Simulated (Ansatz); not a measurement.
**Relativity in TlBr**

```
CELL_PARAMETERS angstrom
3.97000 0.00000 0.00000
0.00000 3.97000 0.00000
0.00000 0.00000 3.97000
ATOMIC_POSITIONS crystal
Tl 0.00000 0.00000 0.00000
Br 0.50000 0.50000 0.50000
```

Atoms are numbered in the order listed.

Conventional cell: a = 3.970 Å, b = 3.970 Å, c = 3.970 Å, α = 90.00°, β = 90.00°, γ = 90.00°. Tl (atom 1) is surrounded by 8 Br at 3.44 Å. Br (atom 2) has 8 Tl at 3.44 Å as nearest neighbours.

The cell is COD entry 9008793, as deposited and not checked against the literature; nothing was relaxed. It is an old determination, and later ones may differ.

One fixed cell is solved with PBE by PAW (frozen-core files) in Ansatz 0.2.0 under different relativistic treatments. Pressure is positive in compression.

The runs use a Γ-centred 8×8×8 k mesh, Fermi–Dirac smearing of 0.03 eV, cutoff 420 eV, no spin polarisation.

(1) Order the settings by the pressure that they give at this fixed cell, lowest first.
A. scalar-relativistic
B. with spin–orbit coupling

Results:

(1) B (1.24 GPa), A (1.43 GPa).
